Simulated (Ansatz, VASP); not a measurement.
## BP in two plane-wave programs

Aim: how closely do two programs agree when they are given the same cell, functional and k mesh? The cell is taken from a series of VASP runs on this material, whose earlier steps may have relaxed, scaled or displaced it; both programs get it as it stands.

Main program and level: Ansatz 0.2.0; plane waves, with VASP 6.6.1 beside it; band structure at r2SCAN and single point at r2SCAN.

### 1. Starting point

It takes space group F-43m (No. 216, cubic). Conventional cell: a = 4.533 Å, b = 4.533 Å, c = 4.533 Å, α = 90.00°, β = 90.00°, γ = 90.00°. Nearest to B lie 4 P at 1.96 Å. Nearest to P lie 4 B at 1.96 Å. Farther neighbours are not listed.

As a file:

```cif
data_structure
_symmetry_space_group_name_H-M 'P 1'
_symmetry_Int_Tables_number 1
_cell_length_a 3.2052
_cell_length_b 3.2052
_cell_length_c 3.2052
_cell_angle_alpha 60.000
_cell_angle_beta 60.000
_cell_angle_gamma 60.000
_cell_volume 23.28
loop_
_atom_site_label
_atom_site_type_symbol
_atom_site_fract_x
_atom_site_fract_y
_atom_site_fract_z
_atom_site_occupancy
B1 B 0.00000 0.00000 0.00000 1
P2 P 0.25000 0.25000 0.25000 1
```

### 2. VASP: band structure, r2SCAN

Levels along a path test the potential and the projectors away from the mesh points.

Lines of VASP's logs that name or quote its potential files are left out, and so is its time.

Contents of INCAR:

```
SYSTEM = BP
PREC = Accurate
ENCUT = 420
EDIFF = 1E-06
NELM = 100
ISMEAR = 0
SIGMA = 0.05
LREAL = .FALSE.
ALGO = Normal
METAGGA = R2SCAN
LASPH = .TRUE.
NBANDS = 16
LORBIT = 11
LWAVE = .FALSE.
LCHARG = .FALSE.
KPAR = 2
```

Contents of POSCAR:

```
BP
1.0
    0.0000000000      2.2664321597      2.2664321597
    2.2664321597      0.0000000000      2.2664321597
    2.2664321597      2.2664321597      0.0000000000
B P
1 1
Direct
    0.0000000000      0.0000000000      0.0000000000
    0.2500000000      0.2500000000      0.2500000000
```

Contents of KPOINTS:

```
Automatic mesh
0
Gamma
7 7 7
0 0 0
```

Contents of KPOINTS_OPT:

```
Line mode
16
Line-mode
Reciprocal
  0.00000000   0.00000000   0.00000000 GAMMA
  0.50000000   0.00000000   0.50000000 X

  0.50000000   0.00000000   0.50000000 X
  0.50000000   0.25000000   0.75000000 W

  0.50000000   0.25000000   0.75000000 W
  0.37500000   0.37500000   0.75000000 K

  0.37500000   0.37500000   0.75000000 K
  0.00000000   0.00000000   0.00000000 GAMMA

  0.00000000   0.00000000   0.00000000 GAMMA
  0.50000000   0.50000000   0.50000000 L

  0.50000000   0.50000000   0.50000000 L
  0.62500000   0.25000000   0.62500000 U

  0.62500000   0.25000000   0.62500000 U
  0.50000000   0.25000000   0.75000000 W

  0.50000000   0.25000000   0.75000000 W
  0.50000000   0.50000000   0.50000000 L

  0.50000000   0.50000000   0.50000000 L
  0.37500000   0.37500000   0.75000000 K

  0.62500000   0.25000000   0.62500000 U
  0.50000000   0.00000000   0.50000000 X
```

Potentials, in the order of the species: B and P (PBE family, release 64).

Run with:

```sh
$ mpirun -np 2 vasp_std
```

Numbers of over 12 decimals in the logs are rounded to 6 here.

Log:

```text
[banner, memory and clock lines left out]
running    2 mpi-ranks, on    1 nodes
 distrk:  each k-point on    1 cores,    2 groups
 distr:  one band on    1 cores,    1 groups

 POSCAR found type information on POSCAR B P
 POSCAR found :  2 types and       2 ions
|                                                                             |
|               ----> ADVICE to this user running VASP <----                  |
|                                                                             |
|     You enforced a specific xc type in the INCAR file but a different       |
|     [... a line on the potential file left out ...]
|     I HOPE YOU KNOW WHAT YOU ARE DOING!                                     |
|                                                                             |

 LDA part: xc-table for (None), standard interpolation
 POSCAR, INCAR and KPOINTS ok, starting setup
 FFT: planning ... GRIDC
 FFT: planning ... GRID_SOFT
 FFT: planning ... GRID
 WAVECAR not read
 entering main loop
       N       E                     dE             d eps       ncg     rms          rms(c)
DAV:   1     0.389138878612E+00    0.38914E+00   -0.36180E+03   640   0.398E+02
DAV:   2    -0.187392513630E+02   -0.19128E+02   -0.18349E+02   888   0.821E+01
DAV:   3    -0.191732127106E+02   -0.43396E+00   -0.43348E+00   744   0.101E+01
DAV:   4    -0.191740531537E+02   -0.84044E-03   -0.84043E-03   824   0.557E-01
DAV:   5    -0.191740554459E+02   -0.22922E-05   -0.22922E-05   760   0.276E-02    0.796E+00
DAV:   6    -0.173561209513E+02    0.18179E+01   -0.86583E-01   704   0.363E+00    0.470E+00
DAV:   7    -0.173066187925E+02    0.49502E-01   -0.17226E-01   840   0.167E+00    0.148E+00
DAV:   8    -0.173041294228E+02    0.24894E-02   -0.14723E-02   768   0.653E-01    0.174E-01
DAV:   9    -0.173043947770E+02   -0.26535E-03   -0.85294E-04   760   0.142E-01    0.750E-02
DAV:  10    -0.173044294121E+02   -0.34635E-04   -0.85546E-05   768   0.446E-02    0.210E-02
DAV:  11    -0.173044288033E+02    0.60880E-06   -0.78702E-06   864   0.120E-02
   1 F= -.17304429E+02 E0= -.17304429E+02  d E =-.211076E-25
 Start KPOINTS_OPT (optional k-point list driver)
k-point batch [1-20\160]
       N       E                     dE             ncg
DAV:   1     0.639205849653E+03   -0.36233E+04      640
DAV:   2     0.213754500780E+03   -0.42545E+03      832
DAV:   3     0.202486049793E+03   -0.11268E+02      800
DAV:   4     0.202463527849E+03   -0.22522E-01      800
DAV:   5     0.202463466628E+03   -0.61221E-04      816
DAV:   6     0.202463466404E+03   -0.22453E-06      704
[...]
k-point batch [141-160\160]
       N       E                     dE             ncg
DAV:   1     0.413087973896E+03   -0.61906E+04      640
DAV:   2     0.108300954319E+02   -0.40226E+03      904
DAV:   3     0.350229764282E+01   -0.73278E+01      736
DAV:   4     0.348576528108E+01   -0.16532E-01      864
DAV:   5     0.348571215720E+01   -0.53124E-04      760
DAV:   6     0.348571194021E+01   -0.21698E-06      816
```

From OUTCAR (step 2):

```text
ion  position               nearest neighbor table
   1  0.000  0.000  0.000-   2 1.96   2 1.96   2 1.96   2 1.96
   2  0.250  0.250  0.250-   1 1.96   1 1.96   1 1.96   1 1.96

  LATTYP: Found a face centered cubic cell.
 ALAT       =     4.5328643194

 Subroutine GETGRP returns: Found 24 space group operations
 (whereof 24 operations were pure point group operations)

The static configuration has the point symmetry T_d .

 Found     20 irreducible k-points:

   k-points           NKPTS =     20   k-points in BZ     NKDIM =     20   number of bands    NBANDS=     16

   dimension x,y,z NGX =    24 NGY =   24 NGZ =   24
   dimension x,y,z NGXF=    48 NGYF=   48 NGZF=   48

   ENCUT  =  420.0 eV  30.87 Ry    5.56 a.u.   5.36  5.36  5.36*2*pi/ulx,y,z

   NELECT =       8.0000    total number of electrons

 k-points in reciprocal lattice and weights: Automatic mesh
   0.00000000  0.00000000  0.00000000       0.003
   0.14285714  0.00000000  0.00000000       0.023
   0.28571429  0.00000000  0.00000000       0.023
   0.42857143  0.00000000  0.00000000       0.023
   0.14285714  0.14285714  0.00000000       0.017
   0.28571429  0.14285714  0.00000000       0.070
   0.42857143  0.14285714  0.00000000       0.070
  -0.42857143  0.14285714  0.00000000       0.070
  -0.28571429  0.14285714  0.00000000       0.070
[...]
-0.42857143  0.42857143  0.14285714       0.070
  -0.28571429  0.42857143  0.14285714       0.070

 average (electrostatic) potential at core
       1 -26.0252       2 -84.2736

 E-fermi :   7.7882

 k-point     1 :       0.0000    0.0000    0.0000
  band No.  band energies     occupation
      1      -8.8598      2.00000
      2       7.4318      2.00000
      3       7.4318      2.00000
      4       7.4318      2.00000
      5      11.0758      0.00000
      6      11.0758      0.00000
      7      11.0758      0.00000
      8      15.4971      0.00000
      9      19.8611      0.00000
    ...

 k-point     2 :       0.1429    0.0000    0.0000
  band No.  band energies     occupation
      1      -8.4735      2.00000
      2       5.0387      2.00000
      3       6.8706      2.00000
      4       6.8706      2.00000
      5      11.7467      0.00000
      6      11.8527      0.00000
      7      11.8527      0.00000
      8      16.5328      0.00000
      9      19.0469      0.00000
    ...

 k-point     3 :       0.2857    0.0000    0.0000
  band No.  band energies     occupation
      1      -7.3513      2.00000
      2       1.4436      2.00000
      3       6.0682      2.00000
      4       6.0682      2.00000
      5      11.7664      0.00000
      6      12.6113      0.00000
      7      12.6113      0.00000
      8      18.1538      0.00000
      9      19.2751      0.00000
    ...

  Total        0.0018786      0.0018786      0.0018786      0.0000000      0.0000000     -0.0000000
  in kB        0.1292671      0.1292671      0.1292671      0.0000000      0.0000000     -0.0000000
  external PRESSURE =       0.1292671 kB  Pullay stress =       0.0000000 kB

  energy-cutoff  :      420.00
  volume of cell :       23.28
      direct lattice vectors                 reciprocal lattice vectors
     0.000000000  2.266432160  2.266432160    -0.220611059  0.220611059  0.220611059
     2.266432160  0.000000000  2.266432160     0.220611059 -0.220611059  0.220611059
     2.266432160  2.266432160  0.000000000     0.220611059  0.220611059 -0.220611059

 POSITION                                       TOTAL-FORCE (eV/Angst)
 -----------------------------------------------------------------------------------
      0.00000      0.00000      0.00000        -0.000000     -0.000000      0.000000
      1.13322      1.13322      1.13322         0.000000      0.000000     -0.000000
 -----------------------------------------------------------------------------------
    total drift:                                0.000000      0.000000      0.000000

  FREE ENERGIE OF THE ION-ELECTRON SYSTEM (eV)
  ---------------------------------------------------
  free  energy   TOTEN  =       -17.3044288033 eV

  energy  without entropy=      -17.3044288033  energy(sigma->0) =      -17.30442880

 total charge
# of ion       s       p       d       tot
------------------------------------------
    1        0.679   1.274   0.000   1.953
    2        0.985   1.590   0.000   2.576
--------------------------------------------------
tot          1.664   2.865   0.000   4.529

[... 3 further parts left out ...]
```

The run ends at a pressure of 0.01 GPa.

### 3. Ansatz: band structure, r2SCAN

Ansatz runs on its default PAW (the set named soft_2) files.

The same cell, functional, mesh and smearing now go to Ansatz, which takes its cutoff from its data sets.

Contents of input.yaml:

```yaml
crystal:
  lattice:
    - [0.0, 2.2664321597, 2.2664321597]
    - [2.2664321597, 0.0, 2.2664321597]
    - [2.2664321597, 2.2664321597, 0.0]
  atoms:
    - { symbol: B, position: [0.0, 0.0, 0.0] }
    - { symbol: P, position: [0.25, 0.25, 0.25] }
hamiltonian:
  xc: r2scan
  pseudopotentials: { kind: paw }
kpoints:
  mp_grid: { grid: [7, 7, 7] }
  band_path:
    path:
      - [0.0, 0.0, 0.0]
      - [0.16667, 0.0, 0.16667]
      - [0.33333, 0.0, 0.33333]
      - [0.4, 0.0, 0.4]
      - [0.5, 0.0, 0.5]
      - [0.5, 0.08333, 0.58333]
      - [0.5, 0.18333, 0.68333]
      - [0.5, 0.25, 0.75]
      - [0.45, 0.3, 0.75]
      - [0.40833, 0.34167, 0.75]
      - [0.35, 0.35, 0.7]
      - [0.225, 0.225, 0.45]
      - [0.075, 0.075, 0.15]
      - [0.03333, 0.03333, 0.03333]
      - [0.23333, 0.23333, 0.23333]
      - [0.4, 0.4, 0.4]
      - [0.51667, 0.46667, 0.51667]
      - [0.55833, 0.38333, 0.55833]
      - [0.60833, 0.28333, 0.60833]
      - [0.60833, 0.25, 0.64167]
      - [0.55833, 0.25, 0.69167]
      - [0.51667, 0.25, 0.73333]
      - [0.5, 0.3, 0.7]
      - [0.5, 0.38333, 0.61667]
      - [0.5, 0.48333, 0.51667]
      - [0.475, 0.475, 0.55]
      - [0.425, 0.425, 0.65]
      - [0.38333, 0.38333, 0.73333]
      - [0.59167, 0.18333, 0.59167]
      - [0.55, 0.1, 0.55]
      - [0.5, 0.0, 0.5]
    npoints: 1
scf:
  occupations: { method: gaussian, width: 0.05 }
  n_extra_bands: 7
output:
  forces: true
  stress: true
  eigenvalues: true
  write_density: true
  write_potential: true
  elf: true
  volumetric_format: npy
```

Run with:

```sh
$ ansatz run input.yaml --threads 2 --pin off --max-ram 4608MiB --backend cpu --events-out ev --progress --plain --runs-dir out
```

Log:

```text
scf.n_extra_bands = 7 over 4 filled bands (N_el = 8.0): the run solves 11 bands
Engine: ansatz 0.2.0, x86_64-unknown-linux-gnu
Pseudopotentials: kind: paw
Pseudopotential: B, paw, valence charge 3, recommended cutoff 500 eV (meta_gga), B.paw.azcp
Pseudopotential: P, paw, valence charge 5, recommended cutoff 500 eV (meta_gga), P.paw.azcp
Functional definition: r2SCAN
  parameter k0 = 0.174
  parameter k1 = 0.065
  parameter a1 = 4.9479
  exchange = r2scan_x(k0 = k0, k1 = k1, a1 = a1)
  correlation = r2scan_c
Crystal: 2 atoms, lattice volume = 23.284 Å³
Basis set: ecut = 500 eV, 609 PW (Γ), exchange–correlation on 96×96×96 points (64 copies of the dense FFT grid, shifted against one another)
Bands: 11, of which v1, the nominal top of the filled ones, is band 4 counted from 1 (3 counted from 0)
Symmetry: 24 space group operations
Space group: F-43m (ITA 216), of the structure as read, at distance tolerance 2.9e-5 Å
k-points: 20 of 343 (time reversal used)
Non-local potential: B, projectors of the file, l = 0: 2, l = 1: 2, l = 2: 1
Non-local potential: P, projectors of the file, l = 0: 2, l = 1: 2, l = 2: 2
PAW form: soft (Blöchl's): semilocal exchange-correlation on the pseudo side does not see the compensation charge
PAW frozen core: B, regenerated for the run's functional (the file was generated under x = pbe(κ = 0.804, μ = 0.219515), c = pbe(β = 0.066725))
PAW frozen core: P, regenerated for the run's functional (the file was generated under x = pbe(κ = 0.804, μ = 0.219515), c = pbe(β = 0.066725))
PAW one-centre angular grid: B, 302 points (default); XC on 160 Gauss nodes
PAW one-centre angular grid: P, 302 points (default); XC on 160 Gauss nodes
Initial density: superposition of atomic densities (neutral atoms: chi_scale 0, normalization atom), corrected by the library's trained network
Initial wavefunctions: pseudopotential atomic-orbital guess
Functional: x = r2scan, c = r2scan; τ floored in thin density (d = 2e-4 eV/Å³)
SCF iter   1: F=—  HF=-916.645097 eV  |F-HF|=—  |Δ(HF+E_count)|=         —  Δρ=4.42e-3  dr2=2.24e-3  dr2_τ=1.33e-1  ethr=1.77e-3  ⟨swp⟩=6.0  Hψ=1825  notcnv=0
preconditioner: auto → none  [insulator: Δε(μ)=1.365 eV  Ē_g=17.118 eV  σ=0.050 eV  W_gap=1.00  n_scr=0 (ndim 8)  ℏωp=21.8 eV  f_vac=0.000  D(μ)=0.00/eV (n_scr^D=0)  ε∞_Penn≈2.6]
SCF iter   2: F=—  HF=-916.681300 eV  |F-HF|=—  |Δ(HF+E_count)|=   3.62e-2  Δρ=2.96e-3  dr2=9.49e-4  dr2_τ=3.92e-5  ethr=2.80e-5  ⟨swp⟩=2.1  Hψ=557  notcnv=0  defer=45
SCF iter   3: F=—  HF=-916.681472 eV  |F-HF|=—  |Δ(HF+E_count)|=   1.72e-4  Δρ=1.03e-3  dr2=2.90e-4  dr2_τ=1.84e-5  ethr=1.19e-5  ⟨swp⟩=2.5  Hψ=264  notcnv=0  defer=45
SCF iter   4: F=—  HF=-916.681391 eV  |F-HF|=—  |Δ(HF+E_count)|=   8.12e-5  Δρ=3.21e-4  dr2=1.36e-5  dr2_τ=8.25e-7  ethr=3.63e-6  ⟨swp⟩=2.1  Hψ=244  notcnv=0  defer=45
SCF iter   5: F=—  HF=-916.681392 eV  |F-HF|=—  |Δ(HF+E_count)|=   1.29e-6  Δρ=5.34e-5  dr2=3.20e-7  dr2_τ=2.92e-8  ethr=1.70e-7  ⟨swp⟩=2.3  Hψ=253  notcnv=0  defer=45
SCF iter   6: F=-916.681392 eV  HF=-916.681392 eV  |F-HF|=4.36e-9  |Δ(HF+E_count)|=   4.86e-8  Δρ=6.72e-6  dr2=4.46e-9  dr2_τ=4.03e-10  ethr=1.25e-9  ⟨swp⟩=14.1  Hψ=1664  notcnv=0
SCF 1 converged in 6 iterations: F = -916.681392 eV  dr2 = 4.46e-9
  greatest PAW one-centre occupation: 0.773 electrons in one spin orbital (limit 2), on the P atom at site 1 (counted from 0), in its partial waves of l = 0
NSCF: frozen V_eff on 31 k-points
SCF converged after 6 iterations
Free energy (F): -916.681392 eV
Harris-Foulkes:  -916.681392 eV  (|F-HF|=4.36e-9)
Internal energy: -916.681392 eV  (E = F + TS)
E sigma→0 (E₀):  -916.681392 eV
Fermi energy:    9.987631 eV
--- Per-component energies (eV) ---
  E_band       = 19.363563
  E_kinetic    = 121.650978
  E_local      = -66.612029  (includes V_loc(G=0)·N_el)
  E_nonlocal   = 44.170343
  E_hartree    = 17.022703
  E_xc         = -91.148813
  E_vxc        = -108.200466  (∫ρ·V_xc dr)
  E_paw        = -655.840312  (= ΣΔE_a)
  E_vpaw       = -10.626461  (= ΣTr[D̂ρ^β])
  E_aug_tail   = -0.000001  (compensation charges beyond the density's cutoff)
  E_vtau       = 4.935843  (kinetic-family band-sum trace: ∫τ·v_τ [+ j·A + Jᵃ·Aᵃ] dr)
  E_ewald      = -285.814976
  E_core_change = -0.109284  (= ΣΔE_core)
  E_smearing   = -0.000000  (= −TS)
  E_closure    = -0.000000  (closes the sum)
  Σ components = -916.681392   (vs F -916.681392, Δ=0.00e0)
--- Forces (eV/Å), atoms counted from 1 ---
  atom   1  B      0.00000000     0.00000000    -0.00000000
  atom   2  P     -0.00000000     0.00000000    -0.00000000
  max |Σ_I F_I| component: 2.59e-16 eV/Å
--- Stress (GPa, compression-positive) ---
        0.456828      -0.000000      -0.000000
        0.000000       0.456828       0.000000
        0.000000       0.000000       0.456828
  P = ⅓ Tr σ = 0.4568 GPa (4.568 kbar)
--- Band table (eV; the first three rows and the last of 20) ---
  k-point 0: bands = [-7.0255, 9.2831, 9.2831, 9.2831, 12.8877, 12.8877, 12.8877, 17.3177, ... 3 higher]
  k-point 1: bands = [-6.6392, 6.8821, 8.7189, 8.7189, 13.5636, 13.6646, 13.6646, 18.3555, ... 3 higher]
  k-point 2: bands = [-5.5171, 3.2828, 7.9144, 7.9144, 13.5827, 14.4194, 14.4194, 19.9782, ... 3 higher]
  k-point 19: bands = [-1.8366, 0.7311, 2.8438, 4.6040, 13.6402, 16.6044, 17.8089, 18.3119, ... 3 higher]
```

Elapsed: 0.84 s, on 2 threads of Intel Xeon 6975P-C (Granite Rapids), shared host; peak memory 0.38 GiB; 1.5 s of CPU time.

### 4. Comparison

Known differences besides the potentials themselves: VASP keeps PBE cores, Ansatz makes them for the functional; the cutoff is 500 eV in Ansatz and 420 eV in VASP. Total energies have different zeros and are not compared.

The two programs side by side:

| quantity | Ansatz | VASP | difference |
| --- | --- | --- | --- |
| pressure (GPa) | 0.46 | 0.01 | +0.44 |
| gap over the path points (eV) | 1.411 | 1.441 | -0.030 |

Levels at points of the path, from each program's valence-band top (eV; 3 filled, then empty):

| k (reciprocal lattice) | Ansatz | VASP |
| --- | --- | --- |
| 0.000 0.000 0.000 | 0.00 0.00 0.00 3.60 3.60 3.60 | 0.00 0.00 0.00 3.64 3.64 3.64 |
| 0.167 0.000 0.167 | -2.05 -1.84 -1.84 2.65 6.23 6.23 | -2.05 -1.83 -1.83 2.68 6.28 6.28 |
| 0.333 0.000 0.333 | -5.95 -3.71 -3.71 1.56 3.59 10.26 | -5.93 -3.70 -3.70 1.59 3.62 10.32 |
| 0.400 0.000 0.400 | -7.54 -4.13 -4.13 1.41 2.61 11.76 | -7.53 -4.12 -4.12 1.44 2.64 11.84 |
| 0.500 0.000 0.500 | -9.16 -4.37 -4.37 1.50 1.89 12.99 | -9.15 -4.36 -4.36 1.53 1.91 13.10 |
| 0.500 0.083 0.583 | -9.06 -4.81 -4.77 2.29 2.74 11.97 | -9.04 -4.79 -4.76 2.32 2.76 12.07 |
| 0.500 0.183 0.683 | -8.75 -5.71 -5.56 4.54 5.29 9.22 | -8.74 -5.69 -5.55 4.58 5.31 9.30 |
| 0.500 0.250 0.750 | -8.64 -5.96 -5.76 5.74 7.17 7.80 | -8.63 -5.94 -5.75 5.78 7.20 7.83 |
| 0.450 0.300 0.750 | -8.66 -6.29 -4.96 4.32 6.59 8.75 | -8.64 -6.28 -4.95 4.36 6.62 8.82 |
| 0.408 0.342 0.750 | -8.71 -6.49 -4.05 2.84 6.46 9.83 | -8.69 -6.47 -4.04 2.87 6.49 9.91 |

Among the levels compared at these points, filled levels agree within 16 meV and empty ones within 108 meV.

[end of part 1 of 2]

[Lines on the potential files, build, host, timing and source positions are cut from VASP's logs without a mark.]

[Logs are printed without paths, hosts, clocks, repeated set-up lines and the standing remarks that a program may print on its own settings, such as how far it seeks lower states.]

[Hosts, paths, dates, database ids (printed as entryN), source tags and the programs' standing remarks are cut or masked in the printed files.]
